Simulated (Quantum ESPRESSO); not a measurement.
# TiAl: zone-centre phonons under several settings

```
Ti Al
1.0
     3.17906    0.00000    0.00000
     0.00000    3.17906    0.00000
     0.00000    0.00000    3.17906
Ti Al
1 1
Cartesian
  0.0000 0.0000 0.0000
  1.5895 1.5895 1.5895
```

The cell comes from a database or a generator and needn't be the stable form of this composition.

All runs used Quantum ESPRESSO 7.5; k mesh 8 × 8 × 8; relaxed cell; no spin polarisation; cutoff 612 eV; occupations cold, width 0.2 eV.

```tsv
level	potentials	volume (Å³/atom)	lowest optical mode without the field (cm⁻¹)
LDA	GBRV 1.5 LDA	15.26	329
PBE	GBRV 1.5 PBE	16.18	313
PBEsol	GBRV 1.5 PBEsol	15.72	324
revPBE	GBRV 1.5 PBE	16.43	308
BLYP	GBRV 1.5 PBE	?	?
AM05	GBRV 1.5 PBE	15.72	329
vdW-DF-cx	GBRV 1.5 PBE	15.80	322
```

**Question.** What stands in the row left open?

**Answer.** Volume 16.65 Å³/atom; lowest optical mode without the field 283 cm⁻¹.

Caveats: the mesh is thin for the phonons of a metal; the potentials were made for another functional, which shifts forces and pressure (some runs); before the sum rule the acoustic modes lie tens of cm⁻¹ from zero, a sign that the density grid also shifts the optical modes (some runs).

For the row left open. Caveat: the mesh is thin for the phonons of a metal; the potentials were made for another functional, which shifts forces and pressure; before the sum rule the acoustic modes lie tens of cm⁻¹ from zero, a sign that the density grid also shifts the optical modes.
